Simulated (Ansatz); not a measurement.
# Mo (hcp type): how the settings move a relaxation

Aim: see which settings change the result for Mo (hcp type), by how much, and at what cost.

Computed with Ansatz 0.2.0 (reference: DFT, PBE, PAW with Ansatz's default frozen-core files, scalar-relativistic, unless a step's input says otherwise).

## 1. The starting structure

It takes space group P6_3/mmc (No. 194, hexagonal). The conventional cell has a = 2.425 Å, b = 2.425 Å, c = 4.302 Å, α = 90.00°, β = 90.00°, γ = 120.00°. Mo (site symmetry -6m2) is surrounded by 12 Mo at 2.43 to 2.57 Å.

Coordinates:

```xyz
2
Lattice="2.4253 0.0000 0.0000 -1.2127 2.1004 0.0000 0.0000 0.0000 4.3018" Properties=species:S:1:pos:R:3 pbc="T T T"
Mo    0.0000    1.4003    1.0754
Mo    1.2127    0.7001    3.2263
```

## 2. Reference

The input, input.yaml:

```yaml
crystal:
  lattice:
    - [2.4253472972, 0.0, 0.0]
    - [-1.2126736486, 2.1004123724, 0.0]
    - [0.0, 0.0, 4.301750616]
  atoms:
    - { symbol: Mo, position: [0.3333333333, 0.6666666667, 0.25] }
    - { symbol: Mo, position: [0.6666666667, 0.3333333333, 0.75] }
kpoints:
  mp_grid: { grid: [15, 15, 8] }
scf:
  occupations: { method: fermi_dirac, width: 0.08 }
hamiltonian:
  xc: pbe
  pseudopotentials: { kind: paw }
output:
  forces: true
  stress: true
relax:
  f_tol: 0.005
  max_steps: 30
  cell: { stress_tol: 0.23, fix: [volume] }
```

Launch:

```
ansatz run input.yaml --threads 1 --pin off --max-ram 2048MiB --backend cpu --events-out ev --progress --plain --runs-dir out
```

## 3. Variant: accuracy high

Edit input.yaml of step 2 so:

```diff
@@ -22 +22,2 @@
   cell: { stress_tol: 0.23, fix: [volume] }
+accuracy: high
```

Q: Predict the outcome of this session. Wanted: for each run, ending; energy change; pressure; gap; force.

As calculated:

```tsv
run	ending	energy change	pressure (GPa)	gap (eV)	force (eV/Å)	cycles	time
reference	converged	0	188.2	0.00	0.00	36	15 s
1: accuracy high	converged	0.0 meV/atom	188.2	0.00	0.00	36	15 s
```

The changed input (accuracy level) leaves the energy the same to the digits printed. The structure is not at rest: the sound run finds 188 GPa, so these are no properties of the relaxed crystal. 
